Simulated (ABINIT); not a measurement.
Input of an ABINIT 10.8.3 (patched build) run:

Contents of run.abi:

```
# Datasets: ground state, then fixed potential
ndtset 2

# Pseudopotentials
pp_dirpath "./"
pseudos "Mn.LDA_PW-JTH.xml, O.LDA_PW-JTH.xml"

# Structure
acell 3*1.0
rprim
     6.3715895744     0.0000000000     0.0000000000
    -3.1857947872     5.5179584338     0.0000000000
     0.0000000000     0.0000000000    10.1771200442
ntypat 2
znucl 25 8
natom 4
typat 1 1 2 2
xcart
     3.1857947875     1.8393194778     5.2001012578
    -0.0000000003     3.6786389561     0.1115412357
     3.1857947875     1.8393194778     8.9097632851
    -0.0000000003     3.6786389561     3.8212032630

# Plane-wave basis
ecut 707.496042 eV
pawecutdg 48.0

# Exchange and correlation
ixc 7

# Bands and occupations
occopt 3
tsmear 0.05 eV

# Spin
nsppol 2
spinat
     0.0000000000     0.0000000000     4.0000000000
     0.0000000000     0.0000000000     4.0000000000
     0.0000000000     0.0000000000     0.0000000000
     0.0000000000     0.0000000000     0.0000000000

# SCF cycle
nstep 100

# Output
iomode 3
prtwf 0
prteig 0
prtebands 0
enunit 1
prtden1 1

# Dataset 1
kptopt1 1
ngkpt1 9 9 5
nshiftk1 1
shiftk1 0.0 0.0 0.0
nband1 28
tolvrs1 1.0e-9

# Dataset 2: bands along G-M-K-G-A-L-H-A
iscf2 -2
getden2 1
nband2 34
nbdbuf2 4
tolwfr2 1.0e-11
kptopt2 -7
ndivsm2 8
prteig2 1
prtvol2 -3
kptbounds2
     0.0000000000     0.0000000000     0.0000000000
     0.5000000000     0.0000000000     0.0000000000
     0.3333333333     0.3333333333     0.0000000000
     0.0000000000     0.0000000000     0.0000000000
     0.0000000000     0.0000000000     0.5000000000
     0.5000000000     0.0000000000     0.5000000000
     0.3333333333     0.3333333333     0.5000000000
     0.0000000000     0.0000000000     0.5000000000
```

Potentials or basis: JTH PAW LDA v2.0.

Launch:

```sh
$ mpirun --bind-to none -np 4 abinit run.abi > log 2>&1
```

Question: Estimate the band gap on the k mesh.

Answer: None (metal or under the smearing width).

Question: Predict the net moment.

Answer: 9.88 μB per cell.

Forces on the atoms (eV/Å):
```
Mn   0.000  0.000 -0.563
Mn   0.000  0.000 -0.563
O    0.000  0.000  0.563
O    0.000  0.000  0.563
```

Caveat: semilocal functionals often make such compounds metallic where correlation or magnetic order opens a gap, which also shifts bond lengths; only a ferromagnetic start was run, and an antiferromagnetic order may lie lower in energy. With open d or f shells a metallic result of LDA can be an artefact of self-interaction; +U or a hybrid may open a gap.
